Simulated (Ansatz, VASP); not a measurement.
**Two plane-wave programs on C**

```xyz
1
Lattice="-1.1646 1.1646 1.1646 1.1646 -1.1646 1.1646 1.1646 1.1646 -1.1646" Properties=species:S:1:pos:R:3 pbc="T T T"
C     0.0000    0.0000    0.0000
```

Alike in both runs: functional LDA; k mesh 18 × 18 × 18; occupations fermi-dirac, width 0.1 eV; no spin polarisation.

Ansatz relaxed the structure, and its values are those at the end. VASP's run is a single point on that final structure, the one shown.

|  | VASP | Ansatz |
| --- | --- | --- |
| version | VASP 6.6.1 | Ansatz 0.2.0 |
| potentials or method | VASP PAW LDA potentials, release 64 (C) | plane waves (420 eV) with PAW, scalar-relativistic |
| plane-wave cutoff (eV) | 520 | 420 |
| valence electrons in the cell | 4 | 4 |

```tsv
	VASP	Ansatz	Ansatz less VASP
pressure (GPa)	0.7	0.0	-0.66
```

Ansatz warned: «pseudo_functional_mismatch».
